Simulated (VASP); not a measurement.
# BaZrO3 in VASP: how settings move the PBE single point

The PBE single point of BaZrO3 in the cubic perovskite structure, under -4.0 % strain along z alone is repeated with altered inputs. Which of them can be trusted?

Program: VASP 6.6.1. PAW datasets, plane waves. The values are computed, spin-unpolarised, and not measurements.

**1. The system as given**

The cell comes from an earlier relaxation with r2SCAN in another program, then strained, with the atoms relaxed again.

The symmetry is P4/mmm (No. 123, tetragonal); a = 4.205 Å, c = 4.037 Å in the conventional setting, 14.28 Å³ an atom. Near Ba stand 12 O at 2.91–2.97 Å; near Zr stand 6 O at 2.02–2.10 Å; near O stand 2 Zr at 2.02 Å and 4 Ba at 2.97 Å; near O stand 2 Zr at 2.10 Å and 4 Ba at 2.91 Å.

Coordinates:

```xyz
5
Lattice="4.2054 0.0000 0.0000 0.0000 4.2054 0.0000 0.0000 0.0000 4.0371" Properties=species:S:1:pos:R:3 pbc="T T T"
Ba    0.0000    0.0000    0.0000
Zr    2.1027    2.1027    2.0186
O     2.1027    2.1027    0.0000
O     2.1027    0.0000    2.0186
O     0.0000    2.1027    2.0186
```

**2. Baseline**

Contents of INCAR:

```
ENCUT = 520.000000
SIGMA = 0.020000
EDIFF = 1.00e-07
GGA = PE
PREC = Accurate
IBRION = -1
ISIF = 2
ISMEAR = -1
NBANDS = 28
NELM = 120
NSW = 0
LASPH = .TRUE.
LCHARG = .FALSE.
LWAVE = .FALSE.
LREAL = .FALSE.
```

Contents of KPOINTS:

```
KPOINTS created by Atomic Simulation Environment
0
Gamma
6 6 6
0 0 0
```

Contents of POSCAR:

```
Ba Zr O
 1.0000000000000000
     4.2053549142000000    0.0000000000000000    0.0000000000000000
     0.0000000000000000    4.2053549142000000    0.0000000000000000
     0.0000000000000000    0.0000000000000000    4.0371407175999998
 Ba  Zr  O
   1   1   3
Cartesian
  0.0000000000000000  0.0000000000000000  0.0000000000000000
  2.1026774571000000  2.1026774571000000  2.0185703587999995
  2.1026774571000000  2.1026774571000000  0.0000000000000000
  2.1026774571000000  0.0000000000000000  2.0185703587999995
  0.0000000000000000  2.1026774571000000  2.0185703587999995
```

A file KPOINTS_OPT adds named points for the levels; it doesn't enter the self-consistent loop.

Potentials: the recommended PBE PAW datasets, 40 valence electrons.

Started as:

```sh
$ mpirun -np 1 vasp_std
```

**3. Variant 1**

Contents of INCAR:

```
ENCUT = 520.000000
EDIFF = 1.00e-07
PREC = Accurate
IBRION = -1
ISIF = 2
NBANDS = 28
NELM = 120
NSW = 0
LASPH = .TRUE.
LCHARG = .FALSE.
LWAVE = .FALSE.
LREAL = .FALSE.
ISMEAR = 2
SIGMA = 0.2
METAGGA = MBJ
```

KPOINTS is that of step 2.

POSCAR is that of step 2.

**4. Variant 2**

Contents of INCAR:

```
ENCUT = 520.000000
EDIFF = 1.00e-07
PREC = Accurate
IBRION = -1
ISIF = 2
NBANDS = 28
NELM = 120
NSW = 0
LASPH = .TRUE.
LCHARG = .FALSE.
LWAVE = .FALSE.
LREAL = .FALSE.
ISMEAR = -4
SIGMA = 0.1
ALGO = All
GGA = PS
```

KPOINTS is that of step 2.

POSCAR is that of step 2.

**5. Variant 3**

Edit INCAR of step 2 so:

```diff
@@ -15 +15,2 @@
 LREAL = .FALSE.
+ALGO = VeryFast
```

KPOINTS is that of step 2.

POSCAR is that of step 2.

Q: Predict the outcome of this session. Wanted: for each run, changed; ending; energy change; pressure; electronic steps; usable.

**Answer**, as computed:

| run | changed | ending | energy change (meV/atom) | pressure (GPa) | gap on the mesh (eV; negative: overlap) | electronic steps | time | usable |
| --- | --- | --- | --- | --- | --- | --- | --- | --- |
| ref. | – | converged | 0 | 11.2 | 3.10 | 15 | 62 s | yes |
| 1 | ISMEAR = 2, SIGMA = 0.2, METAGGA = MBJ | crashed | – | – | – | 94 | 7.7 min | no |
| 2 | ISMEAR = -4, SIGMA = 0.1, ALGO = All, GGA = PS | converged | – | 5.7 | 3.01 | 30 | 87 s | yes |
| 3 | ALGO = VeryFast | converged | 0.0 | 11.2 | 3.10 | 67 | 3.8 min | yes |

**Reading.** Of 3 altered inputs, 1 gave no result, 2 gave usable results.
